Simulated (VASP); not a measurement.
# Pt (P6_3/mmc) in VASP: a series of runs

The runs below take Pt through single point, with LDA.

All numbers are computed with VASP 6.6.1; they aren't measurements. Logs are shortened: lines on timing, memory, paths and dates and some standing lists are left out, and cuts for length are marked.

## (1) The structure

Symmetry: P6_3/mmc, No. 194, hexagonal system. The conventional cell has a = 2.738 Å, b = 2.738 Å, c = 9.132 Å, α = 90.00°, β = 90.00°, γ = 120.00°. Around Pt (site symmetry -3m) lie 12 Pt at 2.74 to 2.78 Å. Pt (site symmetry -6m2) is surrounded by 12 Pt at 2.74 to 2.78 Å.

This isn't the form of Pt at room conditions, which is fcc.

## (2) Single point, LDA

INCAR reads:

```
PREC = Accurate
ENCUT = 520
EDIFF = 1E-7
ISMEAR = -1
SIGMA = 0.1
LREAL = F
LASPH = T
NELM = 100
ALGO = Fast
ISIF = 2
LWAVE = F
LCHARG = F
GGA = CA
NBANDS = 28
```

KPOINTS reads:

```
Automatic mesh
0
Gamma
  17 17 5
```

POSCAR reads:

```
Pt
1.0
    2.7375477193      0.0000000000      0.0000000000
   -1.3687738596      2.3707858689      0.0000000000
    0.0000000000      0.0000000000      9.1316270460
Pt
4
Direct
    0.0000000000      0.0000000000      0.0000000000
    0.0000000000      0.0000000000      0.5000000000
    0.3333333333      0.6666666667      0.2500000000
    0.6666666667      0.3333333333      0.7500000000
```

Potentials or basis: VASP PAW LDA potentials, release 64 (Pt).

Command:

```console
$ cat potpaw_LDA.64/Pt/POTCAR > POTCAR
$ mpirun -np 1 vasp_std > vasp.out
```

OUTCAR:

```text
PREC = Accurate
   ENCUT = 520
   EDIFF = 1E-7
   ISMEAR = -1
   LREAL = F
   LASPH = T
   NELM = 100
   ISIF = 2
   GGA = CA

 ion  position               nearest neighbor table
   1  0.000  0.000  0.000-   3 2.78   4 2.78   3 2.78   4 2.78   4 2.78   3 2.78
   2  0.000  0.000  0.500-   3 2.78   4 2.78   3 2.78   4 2.78   4 2.78   3 2.78
   3  0.333  0.667  0.250-   1 2.78   2 2.78   1 2.78   2 2.78   1 2.78   2 2.78
   4  0.667  0.333  0.750-   1 2.78   2 2.78   1 2.78   2 2.78   1 2.78   2 2.78

  LATTYP: Found a hexagonal cell.
 ALAT       =     2.7375477193
 C/A-ratio  =     3.3356960252

  Lattice vectors:

 A1 = (   2.7375477193,   0.0000000000,   0.0000000000)
 A2 = (  -1.3687738596,   2.3707858689,   0.0000000000)
 A3 = (   0.0000000000,   0.0000000000,   9.1316270460)

Analysis of symmetry for initial positions (statically):
=====================================================================
 Subroutine PRICEL returns:
 Original cell was already a primitive cell.

 Routine SETGRP: Setting up the symmetry group for a
 hexagonal supercell.

 Subroutine GETGRP returns: Found 24 space group operations
 (whereof 12 operations were pure point group operations)
 out of a pool of 24 trial point group operations.

The static configuration has the point symmetry D_3d.
 The point group associated with its full space group is D_6h.

Analysis of symmetry for dynamics (positions and initial velocities):
=====================================================================
 Subroutine PRICEL returns:
 Original cell was already a primitive cell.

 Routine SETGRP: Setting up the symmetry group for a
 hexagonal supercell.

 Subroutine GETGRP returns: Found 24 space group operations
 (whereof 12 operations were pure point group operations)
 out of a pool of 24 trial point group operations.

The dynamic configuration has the point symmetry D_3d.
 The point group associated with its full space group is D_6h.

 Subroutine INISYM returns: Found 24 space group operations
 (whereof 12 operations are pure point group operations),
 and found     1 'primitive' translations

----------------------------------------------------------------------------------------

                                     Primitive cell

  volume of cell :      59.2655

  direct lattice vectors                    reciprocal lattice vectors
     2.737547719  0.000000000  0.000000000     0.365290436  0.210900532  0.000000000
[... 89 lines left out ...]
   NELM   =    100;   NELMIN=  2; NELMDL= -5     # of ELM steps
   EDIFF  = 0.1E-06   stopping-criterion for ELM
   LREAL  =      F    real-space projection
   EDIFFG = 0.1E-05   stopping-criterion for IOM
   NSW    =      0    number of steps for IOM
   IBRION =     -1    ionic relax: 0-MD 1-quasi-New 2-CG
   NFREE  =      0    steps in history (QN), initial steepest desc. (CG)
   ISIF   =      2    stress and relaxation
   ISYM   =      2    0-nonsym 1-usesym 2-fastsym
   POTIM  = 0.5000    time-step for ionic-motion
   TEBEG  =    0.0;   TEEND  =   0.0 temperature during run
   PSTRESS=    0.0 pullay stress
   NELECT =      40.0000    total number of electrons
   NUPDOWN=      -1.0000    fix difference up-down
   EMIN   =  10.00;   EMAX   =-10.00  energy-range for DOS
   EFERMI =   0.00;   METHOD = LEGACY
   ISMEAR =    -1;   SIGMA  =   0.10  broadening in eV -4-tet -1-fermi 0-gaus
   EFERMI_NEDOS =   21; number of points for ismear=-14 and -15
   IALGO  =     68    algorithm
   IMIX   =      4    mixing-type and parameters
     AMIX     =   0.40;   BMIX     =  1.00
     AMIX_MAG =   1.60;   BMIX_MAG =  1.00
  volume/ion in A,a.u.               =      14.82        99.99
  Fermi-wavevector in a.u.,A,eV,Ry     =   1.436021  2.713686 28.057336  2.062156
  Thomas-Fermi vector in A             =   2.555255
   LORBIT       =      0    0 simple, 1 ext, 2 COOP (PROOUT), +10 PAW based schemes
   GGA     = CA    functional components
   LHFCALC =     F    Hartree Fock is set to
   AEXX    =    0.0000 exact exchange contribution
   IVDW    =     0    specifies the selected vdW correction
   LEPSILON=     F    determine dielectric tensor
   LRPA    =     F    only Hartree local field effects (RPA)
 non-spin polarized calculation
 RMM-DIIS sequential band-by-band and
  energy-cutoff  :      520.00
  volume of cell :       59.27
 maximum number of plane-waves:      1612
   NGX = 11   NGY = 11   NGZ = 33

 number of electron      40.0000003 magnetization

 Free energy of the ion-electron system (eV)
  ---------------------------------------------------
  ext. energy  EPLUGINS =         0.00000000
  ---------------------------------------------------
  free energy    TOTEN  =       -30.00768612 eV

  energy without entropy =      -29.79362992  energy(sigma->0) =      -29.90065802

 E-fermi :  11.5016     XC(G=0): -13.7892

 val. band max:       11.4967532295   @ k =   0.4118   0.0588   0.2000
 cond. band min:      11.5025084808   @ k =   0.3529   0.0588   0.0000
 fundamental gap:      0.0057552513
 Fermi energy:        11.5016119477

 k-point     1 :       0.0000    0.0000    0.0000
  band No.  band energies     occupation
      1       1.0409      2.00000
      2       3.0229      2.00000
      3       3.0312      2.00000
      4       3.8740      2.00000
      5       7.1348      2.00000
      6       7.1874      2.00000
[... 733 lines left out ...]
     27      22.9684      0.00000
     28      24.0012      0.00000

 [... further k-points ...]

------------------------ aborting loop because EDIFF is reached ----------------------------------------

  FORCE on cell =-STRESS in cart. coord.  units (eV):
  Direction    XX          YY          ZZ          XY          YZ          ZX
  --------------------------------------------------------------------------------------
  -------------------------------------------------------------------------------------
  Total        0.2592200      0.2592200      0.2686339      0.0000000      0.0000000      0.0000000
  in kB        7.0077214      7.0077214      7.2622170      0.0000000      0.0000000      0.0000000
  external PRESSURE =       7.0925532 kB  Pullay stress =       0.0000000 kB

 VOLUME and BASIS-vectors are now :
 -----------------------------------------------------------------------------
  energy-cutoff  :      520.00
  volume of cell :       59.27
      direct lattice vectors                 reciprocal lattice vectors
     2.737547719  0.000000000  0.000000000     0.365290436  0.210900532  0.000000000
    -1.368773860  2.370785869  0.000000000     0.000000000  0.421801063  0.000000000
     0.000000000  0.000000000  9.131627046     0.000000000  0.000000000  0.109509510

 POSITION                                       TOTAL-FORCE (eV/Angst)
 -----------------------------------------------------------------------------------
      0.00000      0.00000      0.00000        -0.000000      0.000000      0.000000
      0.00000      0.00000      4.56581        -0.000000      0.000000      0.000000
     -0.00000      1.58052      2.28291         0.000000     -0.000000      0.000000
      1.36877      0.79026      6.84872        -0.000000      0.000000     -0.000000
 -----------------------------------------------------------------------------------
    total drift:                                0.000000     -0.000000      0.000000

  FREE ENERGIE OF THE ION-ELECTRON SYSTEM (eV)
  ---------------------------------------------------
  free  energy   TOTEN  =       -30.0076861167 eV

  energy  without entropy=      -29.7936299238  energy(sigma->0) =      -29.90065802
```

OSZICAR:

```text
N       E                     dE             d eps       ncg     rms          rms(c)
DAV:   1     0.244543586966E+03    0.24454E+03   -0.20508E+04  5600   0.138E+03
DAV:   2    -0.241651009232E+02   -0.26871E+03   -0.25704E+03  6176   0.311E+02
DAV:   3    -0.316643260534E+02   -0.74992E+01   -0.73481E+01  6356   0.504E+01
DAV:   4    -0.317255831790E+02   -0.61257E-01   -0.61184E-01  6108   0.469E+00
DAV:   5    -0.317261764636E+02   -0.59328E-03   -0.59326E-03  6116   0.500E-01    0.282E+01
RMM:   6    -0.301959025526E+02    0.15303E+01   -0.26969E+00  5546   0.102E+01    0.146E+01
RMM:   7    -0.300602551311E+02    0.13565E+00   -0.92822E-01  5700   0.550E+00    0.411E+00
RMM:   8    -0.301071386902E+02   -0.46884E-01   -0.22217E-01  5659   0.261E+00    0.362E+00
RMM:   9    -0.300088957601E+02    0.98243E-01   -0.82345E-02  5616   0.169E+00    0.113E+00
RMM:  10    -0.300076362330E+02    0.12595E-02   -0.49512E-03  5900   0.409E-01    0.148E-01
RMM:  11    -0.300076817504E+02   -0.45517E-04   -0.53800E-04  6045   0.111E-01    0.867E-02
RMM:  12    -0.300076888584E+02   -0.71079E-05   -0.84820E-05  6051   0.444E-02    0.619E-02
RMM:  13    -0.300076855844E+02    0.32740E-05   -0.31608E-05  6011   0.336E-02    0.662E-03
RMM:  14    -0.300076860062E+02   -0.42176E-06   -0.54037E-06  6102   0.114E-02    0.352E-03
RMM:  15    -0.300076860985E+02   -0.92328E-07   -0.10218E-06  5399   0.512E-03    0.325E-03
RMM:  16    -0.300076861167E+02   -0.18170E-07   -0.34165E-07  4110   0.310E-03
   1 F= -.30007686E+02 E0= -.29900658E+02  d E =-.214056E+00
```

stdout:

```text
POSCAR found type information on POSCAR Pt
 POSCAR found :  1 types and       4 ions
 scaLAPACK will be used
 LDA part: xc-table for (Slater(with rela. corr.)+CA(PZ))
 , standard interpolation
 POSCAR, INCAR and KPOINTS ok, starting setup
 FFT: planning ... GRIDC
 FFT: planning ... GRID_SOFT
 FFT: planning ... GRID
 WAVECAR not read
 entering main loop
```

It took 76 s on 1 thread of Intel Xeon 6975P-C (Granite Rapids), shared host; peak memory 0.22 GiB.

Results:

```yaml
Free_energy: -30.0077 eV
Pressure: 0.7 GPa
Band_gap_on_the_k_mesh: none (metal or under the smearing width)
```

## (3) Single point, LDA

This run uses another cell than the first one, of 14.22 Å³/atom, 0.960 times its volume.

INCAR reads:

```
PREC     = Accurate       # precision mode
ENCUT    = 520            # plane-wave cutoff, eV
EDIFF    = 1E-7           # SCF threshold, eV
ISMEAR   = -1             # smearing method
SIGMA    = 0.1            # smearing width, eV
LREAL    = F              # projectors in reciprocal space
LASPH    = T              # aspherical terms in the spheres
NELM     = 80             # most SCF steps
ALGO     = Fast           # electronic algorithm
ISIF     = 2              # what is computed and relaxed
LWAVE    = F              # write WAVECAR
LCHARG   = T              # write CHGCAR
GGA      = CA             # functional
LELF     = T              # ELF
LVHAR    = T            
NBANDS   = 28             # bands
```

KPOINTS reads:

```
regular mesh
0
Gamma
  17 17 5
```

POSCAR reads:

```
Pt
1.0
    2.7005492957      0.0000000000      0.0000000000
   -1.3502746479      2.3387442943      0.0000000000
    0.0000000000      0.0000000000      9.0082115516
Pt
4
Direct
    0.0000000000      0.0000000000      0.0000000000
    0.0000000000      0.0000000000      0.5000000000
    0.3333333333      0.6666666667      0.2500000000
    0.6666666667      0.3333333333      0.7500000000
```

Potentials or basis: VASP PAW LDA potentials, release 64 (Pt).

Command:

```console
$ cat potpaw_LDA.64/Pt/POTCAR > POTCAR
$ mpirun -np 1 vasp_std > vasp.out
```

Run time: 81 s. Hardware: 1 thread of Intel Xeon 6975P-C (Granite Rapids), shared host; peak memory 0.23 GiB.

It converged, with:

```
Free energy            : -29.8962 eV
Pressure               : 14.7 GPa
Band gap on the k mesh : none (metal or under the smearing width)
```

Stress tensor (GPa, compression positive):
```
14.82  0.00  0.00
 0.00 14.82  0.00
 0.00  0.00 14.34
```

Levels at points of the mesh, in eV from the Fermi level:
```
           k point  band 17  band 18  band 19  band 20  band 21  band 22  band 23  band 24
(0.00, 0.00, 0.00)    -2.20    -1.53    -1.53    -1.01    -1.01    -0.93    -0.13    -0.13
```

## (4) Single point, LDA

This run uses another cell than the first one, of 15.41 Å³/atom, 1.040 times its volume.

INCAR reads:

```
PREC     = Accurate       # precision mode
ENCUT    = 520            # plane-wave cutoff, eV
EDIFF    = 1E-6           # SCF threshold, eV
ISMEAR   = -1             # smearing method
SIGMA    = 0.1            # smearing width, eV
LREAL    = False          # projectors in reciprocal space
LASPH    = True           # aspherical terms in the spheres
NELM     = 60             # most SCF steps
ALGO     = Fast           # electronic algorithm
ISIF     = 2              # what is computed and relaxed
LWAVE    = False          # write WAVECAR
LCHARG   = False          # write CHGCAR
NBANDS   = 28             # bands
```

KPOINTS is that of step 3.

POSCAR reads:

```
Pt
1.0
    2.7735722152      0.0000000000      0.0000000000
   -1.3867861076      2.4019839976      0.0000000000
    0.0000000000      0.0000000000      9.2517938138
Pt
4
Direct
    0.0000000000      0.0000000000      0.0000000000
    0.0000000000      0.0000000000      0.5000000000
    0.3333333333      0.6666666667      0.2500000000
    0.6666666667      0.3333333333      0.7500000000
```

Command:

```console
$ cat potpaw_LDA.64/Pt/POTCAR > POTCAR
$ mpirun -np 1 vasp_std > vasp.out
```

Run time: 82 s. Hardware: 1 thread of Intel Xeon 6975P-C (Granite Rapids), shared host; peak memory 0.25 GiB.

It converged, with:

| Item | Value |
| --- | --- |
| Free energy | -29.9368 eV |
| Pressure | -10.1 GPa |
| Band gap on the k mesh | none (metal or under the smearing width) |

Stress tensor (GPa, compression positive):
```
-10.23   0.00   0.00
  0.00 -10.23   0.00
  0.00   0.00  -9.81
```

Levels at points of the mesh, in eV from the Fermi level:
```csv
k point,band 17,band 18,band 19,band 20,band 21,band 22,band 23,band 24
"(0.00, 0.00, 0.00)",-1.92,-1.33,-1.33,-0.89,-0.89,-0.58,-0.12,-0.12
```

Spin-orbit coupling is left out, which matters for the levels of Pt.

## (5) The runs side by side

```csv
cell,further INCAR settings,gap on the mesh (eV),pressure (GPa)
"P6_3/mmc, 14.82 Å³/atom",ALGO = Fast; EDIFF = 1e-07; NBANDS = 28,none,0.7
"P6_3/mmc, 14.22 Å³/atom",ALGO = Fast; EDIFF = 1e-07; NBANDS = 28,none,14.7
"P6_3/mmc, 15.41 Å³/atom",ALGO = Fast; EDIFF = 1e-06; NBANDS = 28,none,-10.1
```

Alike in all rows: task single point; level LDA; potentials or basis VASP PAW LDA potentials, release 64 (Pt); no spin polarisation; k mesh 17 × 17 × 5; cutoff (eV) 520; smearing fermi-dirac 0.1 eV.

Every run on the cell as given and a fine mesh finds a metal.

Total energies depend on the potentials used, so only differences within one code and one set of settings carry meaning.
